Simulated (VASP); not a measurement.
## MgS: equation of state with PBE

The system is MgS.

```
S Mg
1.0
     4.03462    0.00000    0.00000
    -2.01731    3.49409    0.00000
     0.00000    0.00000    6.43229
S Mg
2 2
Direct
  0.66667 0.33333 0.87924
  0.33333 0.66667 0.37924
  0.33333 0.66667 0.99575
  0.66667 0.33333 0.49575
```

The cell comes from a database or a generator and needn't be the stable form of this composition.

```
Program             : VASP 6.6.1
Task                : equation of state
Functional          : PBE
Potentials or basis : VASP PAW PBE potentials, release 64 (S, Mg)
Cutoff              : 520 eV
k mesh              : 8 × 8 × 4
Occupations         : fermi-dirac, width 0.05 eV
Spin                : no spin polarisation
```

The equilibrium volume is 23.04 Å³/atom. The bulk modulus at fixed shape and positions is 56 GPa. The pressure derivative of the bulk modulus is 4.1.

Energy against volume, from the lowest point:
| volume (Å³/atom) | energy (meV/atom) |
| --- | --- |
| 21.309 | 25.88 |
| 21.763 | 13.60 |
| 22.216 | 5.46 |
| 22.670 | 1.04 |
| 23.123 | 0.00 |
| 23.576 | 2.02 |
| 24.030 | 6.79 |

All runs of the series together: 7 min on 1 thread of Intel(R) Xeon(R) Platinum 8375C CPU @ 2.90GHz (Ice Lake), with other jobs on the host.

Caveat: the cell was scaled at fixed shape and fractional positions, which overstates the stiffness of a crystal with free parameters, most of all of layers and chains.
